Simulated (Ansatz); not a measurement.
Rows from a G0W0 calculation on HfS2 (layers cut from the bulk crystal) (Ansatz 0.2.0; G0W0 on PBE, plane waves, PAW; PAW set soft_1; 6×6×1 mesh, 154 empty bands, screening to 28 eV, PAW set soft_1 files), in eV. Spin-orbit coupling is left out.

```csv
row,k,band,start,Σx,Σc at the solution,Vxc
A,Γ,c1,-4.309,-10.742,-4.040,-15.870
B,"(0.000, -0.500, 0.000)",c2,-5.109,-10.373,-3.332,-14.634
C,"(0.000, -0.500, 0.000)",c1,-5.183,-10.220,-3.370,-14.505
D,Γ,v1,-6.319,-18.655,2.290,-16.385
E,"(0.000, -0.500, 0.000)",v2,-7.371,-18.140,2.716,-15.291
F,"(0.000, -0.500, 0.000)",v1,-7.335,-18.663,2.727,-15.816
```

**Question.** Give the quasiparticle energies and the shift of each level.

The quasiparticle equation reads E = start + Σx + Σc(E) − Vxc.

```csv
row,E (eV),shift (eV)
A,-3.221,+1.089
B,-4.179,+0.929
C,-4.267,+0.916
D,-6.299,+0.020
E,-7.504,−0.133
F,-7.454,−0.119
```

Limits: not at the basis limit; coarse mesh for a sheet; no spin-orbit coupling.

[Paths, hosts, dates, memory and timing lines, banners, echoed tables and standing remarks are left out of the program output.]

[Logs are printed without paths, hosts, clocks, repeated set-up lines and the standing remarks that a program may print on its own settings, such as how far it seeks lower states.]

[Runs of the session that timed out or met a known fault of the program may be left out.]

[Cells called generated may have been cut or substituted from an entry of the Crystallography Open Database or the Materials Project.]

[Hosts, paths, dates, database ids (printed as entryN), source tags and the programs' standing remarks are cut or masked in the printed files.]
